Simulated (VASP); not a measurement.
## SnTe: single point with PBE

SnTe:

```xyz
2
Lattice="0.0000 3.6111 3.6111 3.6111 0.0000 3.6111 3.6111 3.6111 0.0000" Properties=species:S:1:pos:R:3 pbc="T T T"
Te    1.8056    1.8056    1.8056
Sn    0.0000    0.0000    0.0000
```

Measurements of this composition are mostly on another form, of space group No. 225.

| Property | Result |
| --- | --- |
| Program | VASP 6.6.1 |
| Task | single point |
| Functional | PBE |
| Potentials or basis | VASP PAW PBE potentials, release 64 (Te_GW, Sn_d_GW) |
| Cutoff | 500 eV |
| k mesh | 4 × 4 × 4 |
| Occupations | gaussian, width 0.02 eV |
| Spin | no spin polarisation |
| Further INCAR settings | ALGO = Fast; EDIFF = 1e-06; NBANDS = 17 |

```json
{
 "Pressure": "-0.2 GPa",
 "Band gap on the k mesh": "0.09 eV, indirect (least direct gap 0.80 eV)"
}
```

Levels at points of the mesh, in eV from the valence-band top:
| k point | band 7 | band 8 | band 9 | band 10 | band 11 | band 12 | band 13 | band 14 |
| --- | --- | --- | --- | --- | --- | --- | --- | --- |
| (0.00, 0.00, 0.00) | -5.22 | -1.96 | -1.96 | -1.96 | 0.98 | 0.98 | 0.98 | 4.10 |
| (0.50, 0.00, 0.00) | -7.03 | -2.49 | -2.49 | -2.07 | 1.78 | 1.78 | 3.37 | 5.65 |
| (0.50, 0.50, 0.00) | -7.39 | -3.15 | -3.15 | -0.71 | 0.09 | 3.85 | 3.85 | 5.40 |

It took 37 s on 1 thread of AMD EPYC 7R43 64-Core Processor (Zen 3), with other jobs on the host, peak memory 0.21 GiB.

Caveat: spin-orbit coupling is left out, which moves the levels of the heavy elements. A k mesh can miss the band edges.
